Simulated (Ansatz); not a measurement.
## InP: In on a P site

All numbers below come from Ansatz 0.2.0, DFT PBE, scalar-relativistic, plane waves, PAW. Run with 420 eV cutoff, 3×3×3 k-mesh, Gaussian smearing of 0.02 eV, collinear spin in charge -1 alone.

Host crystal, relaxed:

```
In P
1.0
     0.00000    2.97989    2.97989
     2.97989    0.00000    2.97989
     2.97989    2.97989    0.00000
In P
1 1
Direct
  0.00000 0.00000 0.00000
  0.25000 0.25000 0.25000
```

Supercell of 8 atoms, rows in host cell vectors: -1 -1 1; -1 1 -1; 1 -1 -1. Atoms relax at the host's cell, keeping the symmetry that the supercell leaves at the site. The cell is small, so energies carry finite-size errors of tenths of an eV. The host's Kohn–Sham gap is 0.44 eV. Atoms are taken from and returned to the elements' standard states. Charged cells are corrected for image charges with the computed static dielectric tensor (mean 15.1) and aligned with the host's potential at far atoms (alignment terms reach 1.91 eV; the program doubts the alignment in some charges, where it is up to 1.91 eV). No band-filling term is added, and the Fermi level counts from the host's valence band top.

Defect: In on a P site set at (0.250, 0.250, 0.250) of the host cell. Before relaxation its nearest neighbours are 4 In at 2.58 Å.

| charge | E_f at the valence band top (eV) | over the neutral state (eV) | moment (μB) | largest move (Å) | atoms near the site |
| --- | --- | --- | --- | --- | --- |
| 0 | 2.37 | 0.00 | 0.00 | 0.13 | 4 In at 2.71 Å |
| -1 | 3.36 | 0.99 | 0.85 | 0.08 | 4 In at 2.66 Å |
| -2 | 4.40 | 2.03 | 0.00 | 0.04 | 4 In at 2.62 Å |

Among the charges computed the stable one is 0 at the valence band top and stays so across the gap. In charge -1, -2 the extra carrier would gain by moving to a band edge of the host, so it isn't bound in the gap. In charge 0, -1, -2 the cell has partly filled bands: a level of the defect may be part filled, the carrier may sit in the host's bands, or levels may cross between the k points, so transitions that involve it are doubtful. Fractional moments come from partly filled bands of the small cell.